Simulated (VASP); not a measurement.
A run of VASP 6.6.1 is set up as follows.

Contents of INCAR:

```
ALGO     = Normal         # electronic algorithm
EDIFF    = 1E-7           # SCF threshold, eV
EDIFFG   = -0.002         # ionic threshold
ENCUT    = 520            # plane-wave cutoff, eV
GGA      = PE             # functional
IBRION   = 2              # ionic algorithm
ISIF     = 3              # what is computed and relaxed
ISMEAR   = 0              # smearing method
KPAR     = 4            
LASPH    = True           # aspherical terms in the spheres
LCHARG   = False          # write CHGCAR
LREAL    = False          # projectors in reciprocal space
LWAVE    = False          # write WAVECAR
NELM     = 60             # most SCF steps
NSW      = 80             # ionic steps
PREC     = Accurate       # precision mode
SIGMA    = 0.02           # smearing width, eV
```

File KPOINTS:

```
k-points
0
Gamma
  8 8 8
```

File POSCAR:

```
CdTe                                    
1.0
    0.0000000000      3.3119121379      3.3119121379
    3.3119121379      0.0000000000      3.3119121379
    3.3119121379      3.3119121379      0.0000000000
  Cd              Te            
     1     1
Direct
     0.0000000000000000    1.0000000000000000    0.0000000000000000
     0.2500000000000000    0.2500000000000000    0.2500000000000000
```

Potentials or basis: VASP PAW PBE potentials, release 64 (Cd, Te).

Run with:

```bash
$ cat potpaw_PBE.64/Cd/POTCAR potpaw_PBE.64/Te/POTCAR > POTCAR
$ mpirun -np 4 vasp_std > vasp.out
```

Predict the relaxed cell.

a = 4.685 Å, b = 4.685 Å, c = 4.685 Å, α = 60.00°, β = 60.00°, γ = 60.00°.

Estimate the space group after relaxing (to 0.05 Å).

F-43m (No. 216).

Estimate the band gap on the k mesh.

0.57 eV, direct.

Final structure:
```yaml
crystal:
  lattice:
    - [0.00000, 3.31246, 3.31246]
    - [3.31246, 0.00000, 3.31246]
    - [3.31246, 3.31246, 0.00000]
  atoms:
    - { symbol: Cd, position: [0.00000, 0.00000, 0.00000] }
    - { symbol: Te, position: [0.25000, 0.25000, 0.25000] }
```

Caveat: spin-orbit coupling is left out, which moves the levels of the heavy elements.
